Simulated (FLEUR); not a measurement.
An input for FLEUR MaX-R8.1 (patched build s14) (Li):

Contents of inp.xml:

```xml
<?xml version="1.0" encoding="UTF-8" standalone="no"?>
<fleurInput fleurInputVersion="0.39">
   <comment>
      Li                                                                                                  
   </comment>
   <calculationSetup>
      <cutoffs Kmax="3.0" Gmax="9.3" GmaxXC="9.3" numbands="0"/>
      <scfLoop itmax="50" minDistance="0.00001" maxIterBroyd="15" imix="Broyden2" alpha="0.05" precondParam="0.0" spinf="2.0"/>
      <coreElectrons ctail="T" frcor="F" kcrel="0" coretail_lmax="0"/>
      <xcFunctional name="pw91" relativisticCorrections="F"/>
      <magnetism jspins="1"/>
      <soc l_soc="F" theta="0.0" phi="0.0" spav="F"/>
      <expertModes spex="0" secvar="F"/>
      <geometryOptimization l_f="F" forcealpha="1.0" forcemix="BFGS" epsdisp="0.00001" epsforce="0.00001"/>
      <ldaU l_linMix="F" mixParam="0.05" spinf="1.0"/>
   </calculationSetup>
   <cell>
      <bzIntegration valenceElectrons="3.0" mode="gauss" fermiSmearingEnergy="0.00183747">
         <kPointListSelection listName="default-1"/>
         <!-- k-points included here -->
         <xi:include xmlns:xi="http://www.w3.org/2001/XInclude" href="kpts.xml"> </xi:include>
      </bzIntegration>
      <!-- symmetry operations included here -->
      <xi:include xmlns:xi="http://www.w3.org/2001/XInclude" href="sym.xml"> </xi:include>
      <bulkLattice scale="1.0">
         <bravaisMatrix>
            <row-1>    0.0147266356890078     4.0766494768158417     4.2369927384881514</row-1>
            <row-2>    4.1850555056796450    -0.0307874180219832     4.2825067921991424</row-2>
            <row-3>    4.1303025809454850     4.0674106057926727     0.0239673964383018</row-3>
         </bravaisMatrix>
      </bulkLattice>
   </cell>
   <atomSpecies>
      <species name="Lithium (Li)" element="Li" atomicNumber="3">
         <mtSphere radius="2.66" gridPoints="879" logIncrement="0.012"/>
         <atomicCutoffs lmax="7" lnonsphr="5"/>
         <electronConfig flipSpins="F">
            <coreConfig></coreConfig>
            <valenceConfig>(1s1/2) (2s1/2)</valenceConfig>
            <stateOccupation state="(2s1/2)" spinUp="0.500000" spinDown="0.500000"/>
         </electronConfig>
         <energyParameters s="2" p="2" d="3" f="4"/>
         <lo type="SCLO" l="0" n="1" eDeriv="0"/>
         <lo type="SCLO" l="1" n="2" eDeriv="2"/>
         <lo type="SCLO" l="2" n="3" eDeriv="2"/>
      </species>
   </atomSpecies>
   <atomGroups>
      <atomGroup species="Lithium (Li)">
         <relPos label="                   1">.0000000000 .0000000000 .0000000000</relPos>
         <force calculate="T" relaxXYZ="TTT"/>
      </atomGroup>
   </atomGroups>
   <output dos="F" band="F" slice="F">
      <checks vchk="F" cdinf="F"/>
      <bandDOS minEnergy="-.5*Htr" maxEnergy="0.5*Htr" sigma="0.015" storeEVData="T"/>
      <vacuumDOS vacdos="F" integ="F" star="F" nstars="0" locx1="0.0" locy1="0.0" locx2="0.0" locy2="0.0" nstm="0" tworkf="0.0"/>
      <unfoldingBand unfoldBand="F" supercellX="1" supercellY="1" supercellZ="1"/>
      <plotting iplot="0" polar="F">
         <plot TwoD="T" vec1="  1.0  0.0  0.0" vec2="  0.0  1.0  0.0" vec3="  0.0  0.0  1.0" zero="  0.0  0.0  0.0" file="plot"/>
      </plotting>
      <chargeDensitySlicing numkpt="0" minEigenval="0.0" maxEigenval="0.0" nnne="0" pallst="F"/>
      <specialOutput eonly="F"/>
      <magneticCircularDichroism mcd="F" energyLo="-10.0" energyUp="0.0"/>
   </output>
  <!-- We include the file relax.xml here to enable relaxations (see documentation) -->
  <xi:include xmlns:xi="http://www.w3.org/2001/XInclude" href="relax.xml"> <xi:fallback/> </xi:include>
</fleurInput>
```

The input crystal.txt:

```
Li
&input cartesian=F /
0.0077930000  2.1572700000  2.2421200000
2.2146360000  -0.0162920000  2.2662050000
2.1856620000  2.1523810000  0.0126830000
1.8897261246
1.0 1.0 1.0

1
3 0.0000000000  0.0000000000  0.0000000000

&kpt div1=2 div2=2 div3=2 gamma=T /
```

Potentials or basis: all-electron, FLAPW.

Run with:

```console
$ inpgen -f crystal.txt -profile fast
$ # inp.xml edited to the form shown
$ fleur
```

Problem. What does the program do with it?

Solution. The run stopped without a result. It printed:

Output:

```text
Welcome to FLEUR        (www.flapw.de)
      MaX-Release 8.1          (www.max-centre.eu)

 ========== k-point set info ==========
 Selected k-point list: default-1
 k-point list type: mesh
 2 x 2 x 2
 Number of k points: 8

 ------------Calculation Setup---------------------------
 Number of OMP-threads    :            1
 Number of basis functions:           85
 Approximate size of matrices (H+S) per k-point:         0.000 GB
 --------------------------------------------------------
**************FLEUR-Error*****************
Error message: Broyden 1/2 method not implemented
*****************************************
 Last known location:
 Last timer:Mixing
 Timerstack:
 Timer:Charge Density Mixing
 Timer:Iteration
 Timer:Total Run
 *****************************************

STOP 1
```
